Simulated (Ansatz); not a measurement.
The first iterations of a band of a periodic cell of 33 atoms, TiC32 (surface graphene monolayer, adsorbate Ti).

The calculation used Ansatz, DFT PBE-D3(BJ), scalar-relativistic, plane waves, PAW. Settings: cutoff 420 eV, k mesh 2x2x1, fermi-dirac smearing 0.05 eV, spin collinear.

```
movable images  : 5
climbing image  : yes
spring          : 5.0 eV/Å²
optimiser       : lbfgs
start path      : straight line
force threshold : 0.05 eV/Å
iteration limit : 47
end points      : relaxed
```

First end point:

```xyz
33
Lattice="9.8640 0.0000 0.0000 -4.9320 8.5425 0.0000 0.0000 0.0000 12.0000" Properties=species:S:1:pos:R:3
C 0.037 -0.023 1.018
C 1.261 0.693 1.023
C -1.199 2.124 0.989
C 0.037 2.838 1.019
C -2.441 4.269 1.022
C -1.208 4.970 1.025
C -3.673 6.391 1.027
C -2.441 7.102 1.028
C 2.491 -0.018 1.027
C 3.722 0.693 1.025
C 1.261 2.121 1.023
C 2.491 2.832 1.028
C 0.028 4.256 1.024
C 1.259 4.966 1.028
C -1.208 6.391 1.027
C 0.022 7.101 1.024
C 4.946 -0.023 1.022
C 6.182 0.691 0.991
C 3.722 2.121 1.025
C 4.945 2.838 1.022
C 2.491 4.255 1.029
C 3.724 4.966 1.028
C 1.259 6.387 1.024
C 2.491 7.089 1.019
C 7.423 -0.026 0.988
C 8.665 0.691 0.987
C 6.182 2.124 0.992
C 7.423 2.841 0.991
C 4.954 4.256 1.025
C 6.191 4.970 1.025
C 3.724 6.387 1.023
C 4.960 7.101 1.023
Ti 7.428 1.404 2.820
```

Last end point:

```xyz
33
Lattice="9.8640 0.0000 0.0000 -4.9320 8.5425 0.0000 0.0000 0.0000 12.0000" Properties=species:S:1:pos:R:3
C 0.026 -0.016 1.027
C 1.258 0.695 1.028
C -1.196 2.112 1.018
C 0.028 2.829 1.023
C -2.432 4.259 0.989
C -1.196 4.973 1.019
C -3.674 6.404 1.022
C -2.441 7.105 1.025
C 2.491 -0.016 1.027
C 3.721 0.694 1.024
C 1.258 2.118 1.027
C 2.489 2.829 1.025
C 0.028 4.257 1.023
C 1.258 4.968 1.028
C -1.205 6.391 1.024
C 0.026 7.102 1.028
C 4.958 -0.020 1.024
C 6.190 0.682 1.019
C 3.712 2.112 1.022
C 4.949 2.826 0.991
C 2.489 4.257 1.025
C 3.712 4.974 1.022
C 1.258 6.390 1.029
C 2.491 7.102 1.028
C 7.423 -0.020 1.023
C 8.659 0.694 1.023
C 6.190 2.110 0.988
C 7.432 2.826 0.987
C 4.949 4.259 0.992
C 6.190 4.976 0.991
C 3.721 6.391 1.025
C 4.958 7.105 1.025
Ti 6.195 3.539 2.820
```

| iteration | highest image above the first end (eV) | largest band force component (eV/Å) |
| --- | --- | --- |
| 1 | 1.183 | 4.512 |
| 2 | 0.790 | 2.454 |
| 3 | 0.569 | 0.461 |
| 4 | 0.553 | 0.386 |
| 5 | 0.548 | 0.340 |

Does the band converge within its limit, and where does its top end?

It converged. It ended after 15 iterations with the highest image 0.531 eV above the first end. By the program's own check the climbing image is of a kind that is not told: the force calls were inconclusive, a negative curvature could not be distinguished from the path's own, the only one lies far off the path, or fixed occupations may fill a level only in part (lowest curvatures found: -1.09 and 0.06 eV/Å²). Limits of this set-up: coarse k mesh, slab without dipole correction.

The run took 24 min on 4 threads of Intel(R) Xeon(R) 6975P-C (Granite Rapids), with other jobs on the host, peak memory 6 GiB.
